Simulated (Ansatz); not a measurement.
# Co5Si8: the cost of one run

Program: Ansatz 0.2.0. Level of theory: DFT PBEsol, scalar-relativistic, plane waves, PAW. These are calculated values, not measurements.

4 further runs of the same task are left out: 4 set aside as unsound or not needed.

## 1. Starting point

It takes space group Pmm2 (No. 25, orthorhombic). Conventional cell: a = 3.757 Å, b = 5.313 Å, c = 22.635 Å, α = 90.00°, β = 90.00°, γ = 90.00°. Co (site symmetry mm2) has 6 Si at 2.30 Å in its first shell of neighbours. Around Si (site symmetry m) lie 3 Co at 2.30 Å. Co (site symmetry mm2) is surrounded by 8 Si at 2.30 to 2.31 Å. Si (site symmetry m) has 4 Co at 2.29 to 2.30 Å in its first shell of neighbours. Co (site symmetry mm2) has 8 Si at 2.28 to 2.31 Å in its first shell of neighbours. Si (site symmetry m) has 4 Co at 2.29 to 2.31 Å and 6 Si at 2.61 to 2.68 Å in its first shell of neighbours. Around Co (site symmetry mm2) lie 6 Si at 2.29 to 2.30 Å. Si (site symmetry m) is surrounded by 3 Co at 2.28 to 2.30 Å and 4 Si at 2.61 to 2.66 Å.

As a file:

```cif
data_structure
_symmetry_space_group_name_H-M 'P 1'
_symmetry_Int_Tables_number 1
_cell_length_a 3.7565
_cell_length_b 5.3125
_cell_length_c 22.6348
_cell_angle_alpha 90.000
_cell_angle_beta 90.000
_cell_angle_gamma 90.000
_cell_volume 451.71
loop_
_atom_site_label
_atom_site_type_symbol
_atom_site_fract_x
_atom_site_fract_y
_atom_site_fract_z
_atom_site_occupancy
Co1 Co 0.50000 0.50000 0.37553 1
Si1 Si 0.00000 0.75000 0.37553 1
Si2 Si 0.00000 0.25000 0.37553 1
Co2 Co 0.00000 0.00000 0.45851 1
Si3 Si 0.50000 0.25000 0.45851 1
Si4 Si 0.50000 0.75000 0.45851 1
Co3 Co 0.50000 0.50000 0.54078 1
Si5 Si 0.00000 0.75201 0.54254 1
Si6 Si 0.00000 0.24799 0.54254 1
Co4 Co 0.00000 0.00000 0.62527 1
Si7 Si 0.50000 0.24932 0.62229 1
Si8 Si 0.50000 0.75068 0.62229 1
```

Planes are indexed in the bulk's conventional cell (Fm-3m (No. 225)), a = 5.313 Å, b = 5.313 Å, c = 5.313 Å, α = 90.00°, β = 90.00°, γ = 90.00°.

This (110) slab, 5.6 Å thick as cut, with 17 Å of vacuum; its outer planes are CoSi2 (top) and CoSi2 (bottom), was relaxed beforehand with its lower half held: -25345.8821 eV, work function 5.01 eV (top face), 5.03 eV (bottom face).

## 2. Co at the top (Co) site

With the adsorbate the run is spin-polarised.

Contents of input.yaml:

```yaml
crystal:
  lattice:
    - [3.7565103887, 0.0, 0.0]
    - [0.0, 5.3125079389, 0.0]
    - [0.0, 0.0, 24.6347655831]
  atoms:
    - { symbol: Co, position: [0.5, 0.5, 0.3450408315] }
    - { symbol: Si, position: [0.0, 0.75, 0.3450408315] }
    - { symbol: Si, position: [0.0, 0.25, 0.3450408315] }
    - { symbol: Co, position: [0.0, 0.0, 0.4212849179] }
    - { symbol: Si, position: [0.5, 0.25, 0.4212849179] }
    - { symbol: Si, position: [0.5, 0.75, 0.4212849179] }
    - { symbol: Co, position: [0.5, 0.5, 0.4968790777] }
    - { symbol: Si, position: [0.0, 0.7520074714, 0.4984957436] }
    - { symbol: Si, position: [0.0, 0.2479925286, 0.4984957436] }
    - { symbol: Co, position: [0.0, 0.0, 0.5745077881] }
    - { symbol: Si, position: [0.5, 0.2493189219, 0.5717684362] }
    - { symbol: Si, position: [0.5, 0.7506810781, 0.5717684362] }
    - { symbol: Co, position: [0.0, 0.0, 0.6768022464], spin: 3.0 }
basis:
  ecutwfc: 420
kpoints:
  mp_grid: { grid: [8, 6, 1] }
hamiltonian:
  xc: pbesol
scf:
  occupations: { method: gaussian, width: 0.1 }
output:
  forces: true
  eigenvalues: true
  populations: true
  write_density: true
  write_potential: true
  elf: true
  volumetric_format: npy
magnetization:
  spin_polarized: true
relax:
  adjacent_minimum: "off"
  f_tol: 0.03
  max_steps: 70
  constraints: [{ sites: [0, 1, 2, 3, 4, 5] }]
efield:
  axis: 3
  dipole_correction: true
  ramp_width: 0.04
```

On the command line:

```sh
$ ansatz run input.yaml --threads 2 --pin off --max-ram 5120MiB --backend cpu --events-out ev --progress --plain --runs-dir out
```

**Question.** How long does this run take on 2 threads of Arm Neoverse V1, shared host, and how much memory does it need?

About 16 min, with a peak of 1.4 GiB.
